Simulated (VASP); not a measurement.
VASP 6.6.1, PBE single-point calculation, CdS (rocksalt)

INCAR

```
NSW = 0
ENCUT = 520
PREC = Accurate
ISMEAR = -1
IBRION = -1
GGA = PE
ISIF = 2
LWAVE = .FALSE.
LREAL = .FALSE.
LCHARG = .FALSE.
NBANDS = 16
EDIFF = 1E-7
SIGMA = 0.02
NELM = 120
LASPH = .TRUE.
```

KPOINTS

```
KPOINTS created by Atomic Simulation Environment
0
Gamma
8 8 8
0 0 0
```

KPOINTS_OPT

```
special points
6
Reciprocal
0.0000000000 0.0000000000 0.0000000000 1
0.5000000000 0.0000000000 0.5000000000 1
0.5000000000 0.2500000000 0.7500000000 1
0.3750000000 0.3750000000 0.7500000000 1
0.5000000000 0.5000000000 0.5000000000 1
0.6250000000 0.2500000000 0.6250000000 1
```

POSCAR

```
Cd S
 1.0000000000000000
     0.0000000000000000    2.7267765444985561    2.7267765444985561
     2.7267765444985561    0.0000000000000000    2.7267765444985561
     2.7267765444985561    2.7267765444985561    0.0000000000000000
 Cd  S
   1   1
Cartesian
  0.0000000000000000  0.0000000000000000  0.0000000000000000
  2.7267765444985561  2.7267765444985561  2.7267765444985561
```

VASP ran with the recommended PBE PAW datasets (18 valence electrons in the cell).

From OUTCAR

```
k-points           NKPTS =     29   k-points in BZ     NKDIM =     29   number of bands    NBANDS=     16

   NELECT =      18.0000    total number of electrons

   dimension x,y,z NGX =    30 NGY =   30 NGZ =   30
   dimension x,y,z NGXF=    60 NGYF=   60 NGZF=   60

  energy-cutoff  :      520.00
  volume of cell :       40.55
      direct lattice vectors                 reciprocal lattice vectors
     0.000000000  2.726776544  2.726776544    -0.183366694  0.183366694  0.183366694
     2.726776544  0.000000000  2.726776544     0.183366694 -0.183366694  0.183366694
     2.726776544  2.726776544  0.000000000     0.183366694  0.183366694 -0.183366694

 k-points in reciprocal lattice and weights: KPOINTS created by Atomic Simulation Env
   0.00000000  0.00000000  0.00000000       0.002
   0.12500000  0.00000000  0.00000000       0.016
   0.25000000  0.00000000  0.00000000       0.016
   0.37500000  0.00000000  0.00000000       0.016
   0.50000000  0.00000000  0.00000000       0.008
   0.12500000  0.12500000  0.00000000       0.012
   0.25000000  0.12500000  0.00000000       0.047
   0.37500000  0.12500000  0.00000000       0.047
   ...

 E-fermi :   3.1441

 k-point     1 :       0.0000    0.0000    0.0000
  band No.  band energies     occupation
      1      -9.8628      2.00000
      2      -4.6338      2.00000
      3      -4.6338      2.00000
      4      -4.6336      2.00000
      5      -4.6336      2.00000
      6      -4.6336      2.00000
      7       2.2410      2.00000
      8       2.2410      2.00000
      9       2.2410      2.00000
     10       3.9604      0.00000
     11      12.2371      0.00000
     12      12.2371      0.00000
     13      12.2371      0.00000
     14      14.3324      0.00000
     15      14.5106      0.00000
     16      14.5106      0.00000

 k-point     2 :       0.1250    0.0000    0.0000
  band No.  band energies     occupation
      1      -9.7266      2.00000
      2      -4.6826      2.00000
      3      -4.6826      2.00000
      4      -4.6492      2.00000
      5      -4.6034      2.00000
      6      -4.6034      2.00000
      7       1.0887      2.00000
      8       2.3405      2.00000
      9       2.3405      2.00000
     10       5.0999      0.00000
     11      11.0335      0.00000
     12      11.9240      0.00000
     13      11.9240      0.00000
     14      13.3098      0.00000
     15      13.3098      0.00000
     16      14.1676      0.00000

 k-point     3 :       0.2500    0.0000    0.0000
  band No.  band energies     occupation
      1      -9.3606      2.00000
      2      -4.7963      2.00000
      3      -4.7963      2.00000
      4      -4.7077      2.00000
      5      -4.5294      2.00000
      6      -4.5294      2.00000
      7      -0.4142      2.00000
      8       2.5930      2.00000
      9       2.5930      2.00000
     10       6.3622      0.00000
     11       9.8731      0.00000
     12      10.4915      0.00000
     13      10.4915      0.00000
     14      13.8637      0.00000
     15      13.8637      0.00000
     16      13.9314      0.00000

 k-point     4 :       0.3750    0.0000    0.0000
  band No.  band energies     occupation
      1      -8.9196      2.00000
      2      -4.9049      2.00000
      3      -4.9049      2.00000
      4      -4.8237      2.00000
      5      -4.4538      2.00000
      6      -4.4538      2.00000
      7      -1.4988      2.00000
      8       2.8720      2.00000
      9       2.8720      2.00000
     10       6.6241      0.00000
     11       9.3360      0.00000
     12       9.3360      0.00000
     13       9.7621      0.00000
     14      14.4780      0.00000
     15      15.1214      0.00000
     16      15.1214      0.00000

 k-point     5 :       0.5000    0.0000    0.0000
  band No.  band energies     occupation
      1      -8.7030      2.00000
      2      -4.9485      2.00000
      3      -4.9485      2.00000
      4      -4.9056      2.00000
      5      -4.4220      2.00000
      6      -4.4220      2.00000
      7      -1.8899      2.00000
      8       2.9993      1.99856
      9       2.9993      1.99856
     10       6.5120      0.00000
     11       8.9073      0.00000
     12       8.9073      0.00000
     13       9.9046      0.00000
     14      15.3331      0.00000
     15      16.0200      0.00000
     16      16.0200      0.00000

 k-point     6 :       0.1250    0.1250    0.0000
  band No.  band energies     occupation
      1      -9.6880      2.00000
      2      -4.7351      2.00000
      3      -4.6574      2.00000
      4      -4.6174      2.00000
      5      -4.6042      2.00000
      6      -4.6042      2.00000
      7       1.2623      2.00000
      8       2.0575      2.00000
      9       2.0575      2.00000
     10       5.5080      0.00000
     11      11.0330      0.00000
     12      11.1590      0.00000
     13      11.9923      0.00000
     14      11.9923      0.00000
     15      15.4587      0.00000
     16      15.6625      0.00000

 k-point     7 :       0.2500    0.1250    0.0000
  band No.  band energies     occupation
      1      -9.4186      2.00000
      2      -4.8186      2.00000
      3      -4.6858      2.00000
      4      -4.6820      2.00000
      5      -4.5575      2.00000
      6      -4.5222      2.00000
      7       0.1096      2.00000
      8       2.0086      2.00000
      9       2.2658      2.00000
     10       6.5615      0.00000
     11       9.3649      0.00000
     12      10.3879      0.00000
     13      11.5102      0.00000
     14      12.5433      0.00000
     15      15.0055      0.00000
     16      15.4905      0.00000

 k-point     8 :       0.3750    0.1250    0.0000
  band No.  band energies     occupation
      1      -9.0289      2.00000
      2      -4.8689      2.00000
      3      -4.7960      2.00000
      4      -4.7420      2.00000
      5      -4.4857      2.00000
      6      -4.4440      2.00000
      7      -1.0846      2.00000
      8       2.2154      2.00000
      9       2.4152      2.00000
     10       6.9994      0.00000
     11       8.2963      0.00000
     12      10.4547      0.00000
     13      10.4561      0.00000
     14      13.4438      0.00000
     15      15.6964      0.00000
     16      15.7975      0.00000

 k-point     9 :       0.5000    0.1250    0.0000
  band No.  band energies     occupation
      1      -8.7454      2.00000
      2      -4.8914      2.00000
      3      -4.8415      2.00000
      4      -4.8343      2.00000
      5      -4.4216      2.00000
      6      -4.4153      2.00000
      7      -1.7279      2.00000
      8       2.2351      2.00000
      9       2.5889      2.00000
     10       7.0492      0.00000
     11       7.9055      0.00000
     12       9.5926      0.00000
     13      10.9237      0.00000
     14      14.5161      0.00000
     15      16.1755      0.00000
     16      16.8045      0.00000

 k-point    10 :      -0.3750    0.1250    0.0000
  band No.  band energies     occupation
      1      -8.8011      2.00000
      2      -4.9191      2.00000
      3      -4.8842      2.00000
      4      -4.7602      2.00000
      5      -4.4500      2.00000
      6      -4.4044      2.00000
      7      -1.5793      2.00000
      8       1.9072      2.00000
      9       2.9247      1.99997
     10       7.2882      0.00000
     11       8.0761      0.00000
     12       9.3034      0.00000
     13      10.7522      0.00000
     14      14.8386      0.00000
     15      15.1927      0.00000
     16      16.7804      0.00000

 k-point    11 :      -0.2500    0.1250    0.0000
  band No.  band energies     occupation
      1      -9.1468      2.00000
      2      -4.8687      2.00000
      3      -4.8248      2.00000
      4      -4.6965      2.00000
      5      -4.5231      2.00000
      6      -4.4491      2.00000
      7      -0.7430      2.00000
      8       1.6960      2.00000
      9       2.9815      1.99941
     10       7.2302      0.00000
     11       8.8665      0.00000
     12       9.8001      0.00000
     13      10.2935      0.00000
     14      13.4428      0.00000
     15      15.1904      0.00000
     16      15.8160      0.00000

 k-point    12 :      -0.1250    0.1250    0.0000
  band No.  band energies     occupation
      1      -9.5203      2.00000
      2      -4.7710      2.00000
      3      -4.7257      2.00000
      4      -4.6646      2.00000
      5      -4.5869      2.00000
      6      -4.5321      2.00000
      7       0.3441      2.00000
      8       1.8430      2.00000
      9       2.7223      2.00000
     10       6.1751      0.00000
     11      10.3892      0.00000
     12      10.5164      0.00000
     13      11.0249      0.00000
     14      12.6288      0.00000
     15      14.5113      0.00000
     16      15.2768      0.00000

 ...

  Total        0.5459486      0.5459486      0.5459486     -0.0000000     -0.0000000      0.0000000
  in kB       21.5716679     21.5716679     21.5716679     -0.0000000     -0.0000000      0.0000000
  external PRESSURE =      21.5716679 kB  Pullay stress =       0.0000000 kB

 POSITION                                       TOTAL-FORCE (eV/Angst)
 -----------------------------------------------------------------------------------
      0.00000      0.00000      0.00000        -0.000000     -0.000000      0.000000
      2.72678      2.72678      2.72678         0.000000      0.000000     -0.000000
 -----------------------------------------------------------------------------------
    total drift:                               -0.000000      0.000000      0.000000

  FREE ENERGIE OF THE ION-ELECTRON SYSTEM (eV)
  ---------------------------------------------------
  free  energy   TOTEN  =        -5.8688561023 eV

  energy  without entropy=       -5.8688403212  energy(sigma->0) =       -5.86884821
```

```
gap between bands v and c : 0.25 eV
least direct gap          : 1.72 eV
pressure                  : 2.2 GPa
```

Band v is the last that the valence electrons fill when counted band by band, and c is the next.
